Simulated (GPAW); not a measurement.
Two runs for the Be K edge of atom 2 in BeS (F-43m). Run A: GPAW, PBE, full core hole (charged cell), 16-atom cell with 6.9 Å between holes, 4×4×4 k points, dipole transitions, Gaussian full width 0.9 eV up to 4 eV, rising linearly to 3.5 eV at 25 eV. Run B differs in one choice.

Energy from the lowest empty level; intensity scaled to a mean of 1 over the first 20 eV:

```
E (eV)     A     B
 -2.00  0.00  0.00
 -1.25  0.00  0.00
 -0.50  0.22  0.04
  0.25  2.02  0.47
  1.00  2.04  1.63
  1.75  2.90  2.14
  2.50  2.68  1.96
  3.25  1.45  1.42
  4.00  0.86  2.13
  4.75  0.61  1.83
  5.50  0.65  1.46
  6.25  0.79  1.52
  7.00  0.99  0.58
  7.75  0.75  0.27
  8.50  0.52  0.47
  9.25  0.72  0.81
 10.00  1.18  1.02
 10.75  1.28  1.05
 11.50  0.94  1.09
 12.25  0.64  1.00
 13.00  0.60  0.72
 13.75  0.67  0.47
 14.50  0.74  0.46
 15.25  0.77  0.63
 16.00  0.73  0.76
 16.75  0.63  0.76
 17.50  0.53  0.66
 18.25  0.46  0.54
 19.00  0.42  0.44
 19.75  0.41  0.40
 20.50  0.40  0.40
 21.25  0.40  0.41
 22.00  0.41  0.43
 22.75  0.42  0.45
 23.50  0.44  0.49
 24.25  0.46  0.52
 25.00  0.49  0.54
 25.75  0.50  0.55
 26.50  0.50  0.54
 27.25  0.48  0.50
```

The database entry behind the starting cell differs from later determinations by our own check (0.1 to 0.3 % short, probably kX units), so it need not match the best structure at ambient conditions.

Question: What was changed?
a) the size of the supercell
b) the volume of the cell
c) the plane-wave cutoff
d) the broadening

(a): run B changes the supercell atoms from 16 to 2, and the k mesh follows the cell. The scaled spectrum changes by 47 % r.m.s. Another feature, at 4.2 eV (2.26), becomes the highest below 16 eV; the one at 2.0 eV (3.04) is now at 1.8 eV (2.15). Other settings could leave a like mark; this is the one that was changed.

[Banner, clock and machine lines of the logs are left out without a mark of their own.]

[Logs are printed without paths, hosts, clocks, repeated set-up lines and the standing remarks that a program may print on its own settings, such as how far it seeks lower states.]

[Hosts, paths, dates, database ids (printed as entryN), source tags and the programs' standing remarks are cut or masked in the printed files.]

[Lists of maxima count a maximum above −3 eV only where it reaches 4 % of the highest in the window and stands out from its surroundings by 2 % of it (1.5 % where it reaches 55 %); shoulders and weaker maxima are passed over, and of the rest the first, up to two pre-edge ones and the few strongest are named.]
